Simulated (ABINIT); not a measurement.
## MgO (Fm-3m): G0W0 with ABINIT, start to end

Wanted: ground state, empty states, screening and self-energy for MgO (Fm-3m).

Calculated with ABINIT 10.8.3; LDA and many-body steps on it, plane waves.

**The experiments to reproduce.**

- Gap 7.83 eV: direct gap at Gamma, low temperature; bulk crystal (literature value) (quoted in “The Band-Gap Studies of Short-Period CdO/MgO Superlattices”, 2021, pmc:8035356).

## (1) Starting point

Symmetry: Fm-3m, No. 225, cubic system. Conventional cell: a = 4.194 Å, b = 4.194 Å, c = 4.194 Å, α = 90.00°, β = 90.00°, γ = 90.00°. Mg has 6 O at 2.10 Å nearest. Nearest to O lie 6 Mg at 2.10 Å. Farther neighbours and most contacts between anions are not listed.

The cell and positions are those that the Materials Project relaxed with its own functionals (PBE, PBE+U or r2SCAN), kept fixed.

## (2) Ground state

This step: ABINIT 10.8.3; DFT, LDA, plane waves, norm-conserving pseudopotentials.

The ground-state density comes first.

Input file run.abi:

```
acell 3*1.0 Angstrom
rprim 
  -0.000000000000 2.097001392700 2.097001392700
  2.097001392700 -0.000000000000 2.097001392700
  2.097001392700 2.097001392700 -0.000000000000
ntypat 2
znucl 12 8
natom 2
typat 1 2
xred 
  0.000000000000 0.000000000000 0.000000000000
  0.500000000000 0.500000000000 0.500000000000
pp_dirpath "pseudos"
pseudos "Mg.upf, O.upf"
ecut 38
ngkpt 8 8 8
nshiftk 1
shiftk 0 0 0
kptopt 1
chksymbreak 0
nband 13
occopt 1
tolvrs 1e-10
nstep 60
prtwf 0
indata_prefix "in"
outdata_prefix "out"
tmpdata_prefix "tmp"
```

The run is started by

```console
> OMP_NUM_THREADS=1 mpirun -n 4 abinit run.abi > log
```

Numbers of over 12 decimals in the logs are rounded to 6 here.

The program printed:

```text
.Version 10.8.3 of ABINIT. v10.8.2 released Aug 2026.

 Symmetries : space group Fm -3 m (#225); Bravais cF (face-center cubic)
================================================================================
 Values of the parameters that define the memory need of the present run
     intxc =       0    ionmov =       0      iscf =       7    lmnmax =       5
     lnmax =       5     mgfft =      32  mpssoang =       3    mqgrid =    3001
     natom =       2  nloc_mem =       1    nspden =       1   nspinor =       1
    nsppol =       1      nsym =      48    n1xccc =    2501    ntypat =       2
    occopt =       1   xclevel =       1
-    mband =          13        mffmem =           1         mkmem =           8
       mpw =        1410          nfft =       32768          nkpt =          29
================================================================================
  Rough estimation (10% accuracy) of disk space for files :
================================================================================

--------------------------------------------------------------------------------
------------- Echo of variables that govern the present computation ------------
--------------------------------------------------------------------------------
 -outvars: echo values of preprocessed input variables --------
            acell      1.8897261259E+00  1.8897261259E+00  1.8897261259E+00 Bohr

      chksymbreak           0
             ecut      3.80000000E+01 Hartree
-          fftalg         312

              ixc       -1012
              kpt      0.00000000E+00  0.00000000E+00  0.00000000E+00
                       1.25000000E-01  0.00000000E+00  0.00000000E+00
                       2.50000000E-01  0.00000000E+00  0.00000000E+00
                       3.75000000E-01  0.00000000E+00  0.00000000E+00
                       5.00000000E-01  0.00000000E+00  0.00000000E+00
                       1.25000000E-01  1.25000000E-01  0.00000000E+00
                       2.50000000E-01  1.25000000E-01  0.00000000E+00
                       3.75000000E-01  1.25000000E-01  0.00000000E+00
                       5.00000000E-01  1.25000000E-01  0.00000000E+00
   [... 18 further rows ...]
                      -3.75000000E-01  5.00000000E-01  1.25000000E-01
                      -2.50000000E-01  5.00000000E-01  2.50000000E-01
         kptrlatt        8    0    0      0    8    0      0    0    8
          kptrlen      4.48334925E+01
P           mkmem           8
            natom           2
            nband          13
            ngfft          32      32      32
             nkpt          29
            nstep          60
             nsym          48
           ntypat           2
              occ      2.000000  2.000000  2.000000  2.000000  2.000000  2.000000
                       2.000000  2.000000  0.000000  0.000000  0.000000  0.000000
                       0.000000
            prtwf           0
            rprim     -0.0000000000E+00  2.0970013927E+00  2.0970013927E+00
[...]
spgroup         225

           tolvrs      1.00000000E-10

             xred      0.0000000000E+00  0.0000000000E+00  0.0000000000E+00
[...]
znucl       12.00000    8.00000

================================================================================

 chkinp: Checking input parameters for consistency.

================================================================================
== DATASET  1 ==================================================================
-   mpi_nproc: 4, omp_nthreads: 1 (-1 if OMP is not activated)

--- !DatasetInfo
iteration_state: {dtset: 1, }
dimensions: {natom: 2, nkpt: 29, mband: 13, nsppol: 1, nspinor: 1, nspden: 1, mpw: 1410, }
cutoff_energies: {ecut:  38.0, pawecutdg:  -1.0, }
electrons: {nelect:   1.60000000E+01, charge:   0.00000000E+00, occopt:   1.00000000E+00, tsmear:   1.00000000E-02, }

 Real(R)+Recip(G) space primitive vectors, cartesian coordinates (Bohr,Bohr^-1):
 R(1)=  0.0000000  3.9627583  3.9627583  G(1)= -0.1261747  0.1261747  0.1261747
 R(2)=  3.9627583  0.0000000  3.9627583  G(2)=  0.1261747 -0.1261747  0.1261747
 R(3)=  3.9627583  3.9627583  0.0000000  G(3)=  0.1261747  0.1261747 -0.1261747
 Unit cell volume ucvol=  1.2445798E+02 bohr^3
 Angles (23,13,12)=  6.00000000E+01  6.00000000E+01  6.00000000E+01 degrees

 getcut: wavevector=  0.0000  0.0000  0.0000  ngfft=  32  32  32
         ecut(hartree)=     38.000   => boxcut(ratio)=   2.05769

--- Pseudopotential description ------------------------------------------------
- Mg Generated using ONCVPSP code by D. R. Hamann
- 12.00000  10.00000  180309                  znucl, zion, pspdat
12 -1012 1 -1 1510                            pspcod,pspxc,lmax,lloc,mmax
     nproj     2     2     0
  pspatm : epsatm=    9.23542517
         --- l  ekb(1:nproj) -->
[...]
pspatm: atomic psp has been read  and splines computed

- O Generated using ONCVPSP code by D. R. Hamann
-  8.00000   6.00000  201201                  znucl, zion, pspdat
12 -1012 2 -1 926                             pspcod,pspxc,lmax,lloc,mmax
     nproj     2     2     1
  pspatm : epsatm=    6.27558587
         --- l  ekb(1:nproj) -->
[...]
1   -4.798959   -1.172522
             2   -1.033686
 pspatm: atomic psp has been read  and splines computed

   2.48176177E+02                                ecore*ucvol(ha*bohr**3)
--------------------------------------------------------------------------------

_setup2: Arith. and geom. avg. npw (full set) are    1393.920    1393.901

================================================================================

--- !BeginCycle
iteration_state: {dtset: 1, }
solver: {iscf: 7, nstep: 60, nline: 4, wfoptalg: 0, }
tolerances: {tolvrs: 1.00E-10, }

     iter   Etot(hartree)      deltaE(h)  residm     vres2
 ETOT  1  -75.802447827591    -7.580E+01 9.504E-02 3.722E+02
 ETOT  2  -75.806055813406    -3.608E-03 1.625E-03 3.601E+02
 ETOT  3  -75.915994222252    -1.099E-01 3.960E-03 4.159E+00
 ETOT  4  -75.917149836557    -1.156E-03 5.912E-04 1.305E-02
 ETOT  5  -75.917154662977    -4.826E-06 2.809E-04 5.834E-04
 ETOT  6  -75.917154803133    -1.402E-07 1.881E-04 2.555E-06
 ETOT  7  -75.917154803899    -7.660E-10 9.132E-05 8.662E-08
 ETOT  8  -75.917154803931    -3.241E-11 6.820E-05 1.646E-10
 ETOT  9  -75.917154803933    -1.620E-12 3.166E-05 6.657E-12

 At SCF step    9       vres2   =  6.66E-12 < tolvrs=  1.00E-10 =>converged.

 Cartesian components of stress tensor (hartree/bohr^3)
  sigma(1 1)=  1.81366987E-04  sigma(3 2)=  0.00000000E+00
  sigma(2 2)=  1.81366987E-04  sigma(3 1)=  0.00000000E+00
  sigma(3 3)=  1.81366987E-04  sigma(2 1)=  0.00000000E+00

--- !ResultsGS
iteration_state: {dtset: 1, }
comment   : Summary of ground state results
lattice_vectors:
- [ -0.0000000,   3.9627583,   3.9627583, ]
- [  3.9627583,  -0.0000000,   3.9627583, ]
- [  3.9627583,   3.9627583,  -0.0000000, ]
lattice_lengths: [   5.60419,    5.60419,    5.60419, ]
lattice_angles: [ 60.000,  60.000,  60.000, ] # degrees, (23, 13, 12)
lattice_volume:   1.2445798E+02
convergence: {deltae: -1.620E-12, res2:  6.657E-12, residm:  3.166E-05, diffor: null, }
etotal    :  -7.59171548E+01
entropy   :   0.00000000E+00
fermie    :   1.63852445E-01
cartesian_stress_tensor: # hartree/bohr^3
- [  1.81366987E-04,   0.00000000E+00,   0.00000000E+00, ]
- [  0.00000000E+00,   1.81366987E-04,   0.00000000E+00, ]
- [  0.00000000E+00,   0.00000000E+00,   1.81366987E-04, ]
pressure_GPa:  -5.3360E+00
xred      :
- [  0.0000E+00,   0.0000E+00,   0.0000E+00, Mg]
- [  5.0000E-01,   5.0000E-01,   5.0000E-01,  O]
cartesian_forces: # hartree/bohr
- [ -0.00000000E+00,  -0.00000000E+00,  -0.00000000E+00, ]
- [ -0.00000000E+00,  -0.00000000E+00,  -0.00000000E+00, ]
force_length_stats: {min:   0.00000000E+00, max:   0.00000000E+00, mean:   0.00000000E+00, }

 Integrated electronic density in atomic spheres:
 ------------------------------------------------
 Atom  Sphere_radius  Integrated_density
    1        2.00000          8.41926925
    2        2.00000          6.28454836
================================================================================

 ----iterations are completed or convergence reached----

 Mean square residual over all n,k,spin=   88.983E-09; max=  31.658E-06
 reduced coordinates (array xred) for    2 atoms
       0.000000000000      0.000000000000      0.000000000000
       0.500000000000      0.500000000000      0.500000000000
 rms dE/dt=  0.0000E+00; max dE/dt=  0.0000E+00; dE/dt below (all hartree)
    1       0.000000000000      0.000000000000      0.000000000000
    2       0.000000000000      0.000000000000      0.000000000000

 cartesian coordinates (angstrom) at end:
    1      0.000000     0.000000     0.000000
    2      2.097001     2.097001     2.097001

 cartesian forces (hartree/bohr) at end:
    1     -0.000000    -0.000000    -0.000000
    2     -0.000000    -0.000000    -0.000000
 frms,max,avg= 0.0000000E+00 0.0000000E+00   0.000E+00  0.000E+00  0.000E+00 h/b

 cartesian forces (eV/Angstrom) at end:
    1     -0.000000    -0.000000    -0.000000
    2     -0.000000    -0.000000    -0.000000
 frms,max,avg= 0.0000000E+00 0.0000000E+00   0.000E+00  0.000E+00  0.000E+00 e/A
 length scales=  1.889726125908  1.889726125908  1.889726125908 bohr
              =  1.000000000000  1.000000000000  1.000000000000 angstroms
 prteigrs : about to open file out_EIG
 Fermi (or HOMO) energy (hartree) =   0.16385   Average Vxc (hartree)=  -0.44207
 Eigenvalues (hartree) for nkpt=  29  k points:
 kpt#   1, nband= 13, wtk=  0.00195, kpt=  0.0000  0.0000  0.0000 (reduced coord)
  -2.46309   -1.26530   -1.26530   -1.26530   -0.46098    0.16385    0.16385    0.16385
   0.34087    0.74328    0.74328    0.74328    0.88704
 prteigrs : prtvol=0 or 1, do not print more k-points.

--- !EnergyTerms
iteration_state     : {dtset: 1, }
comment             : Components of total free energy in Hartree
kinetic             :  4.51583215729785E+01
hartree             :  2.05078994010265E+01
xc                  : -1.19455531474932E+01
Ewald energy        : -4.75873828125848E+01
psp_core            :  1.99405592925979E+00
local_psp           : -6.31170009959722E+01
non_local_psp       : -2.09274947511475E+01
total_energy        : -7.59171548039330E+01
total_energy_eV     : -2.06581102206575E+03
band_energy         : -1.28103465804355E+01

 Cartesian components of stress tensor (hartree/bohr^3)
  sigma(1 1)=  1.81366987E-04  sigma(3 2)=  0.00000000E+00
  sigma(2 2)=  1.81366987E-04  sigma(3 1)=  0.00000000E+00
  sigma(3 3)=  1.81366987E-04  sigma(2 1)=  0.00000000E+00

-Cartesian components of stress tensor (GPa)         [Pressure= -5.3360E+00 GPa]
- sigma(1 1)=  5.33600098E+00  sigma(3 2)=  0.00000000E+00
- sigma(2 2)=  5.33600098E+00  sigma(3 1)=  0.00000000E+00
- sigma(3 3)=  5.33600098E+00  sigma(2 1)=  0.00000000E+00

== END DATASET(S) ==============================================================
================================================================================

 -outvars: echo values of variables after computation  --------
           etotal     -7.5917154804E+01
            nband          13
             nkpt          29
          spgroup         225
 [... the other variables as echoed above ...]

 Calculation completed.
```

The job ended after 4.7 s (4 MPI ranks of Arm Neoverse V1, shared host; peak memory 0.25 GiB; 18 s of CPU time).

This step gave:

```
total energy               : -2065.8110 eV
gap                        : 4.817 eV
k of the valence top       : 0, 0, 0
k of the conduction bottom : 0, 0, 0
least direct gap           : 4.817 eV
pressure                   : -5.336 GPa
```

The gap is direct, at Γ.

The cutoff was set for levels, not for stress, so the pressure can be off by some GPa.

[end of part 1 of 3]

[Paths, hosts, dates, memory and timing lines, banners, echoed tables and standing remarks are left out of the program output.]

[Logs are printed without paths, hosts, clocks, repeated set-up lines and the standing remarks that a program may print on its own settings, such as how far it seeks lower states.]

[Runs of the session that timed out or met a known fault of the program may be left out.]

[Hosts, paths, dates, database ids (printed as entryN), source tags and the programs' standing remarks are cut or masked in the printed files.]

[G0W0 gaps are taken among the corrected bands and points alone; a level outside them can change the order at an edge.]

[Where Ansatz stands beside ABINIT at settings called matched, ABINIT's density can come from a denser mesh and the files from another edition; pairs whose starting gaps differed by over 0.03 eV were left out, so agreement reads better than it is.]
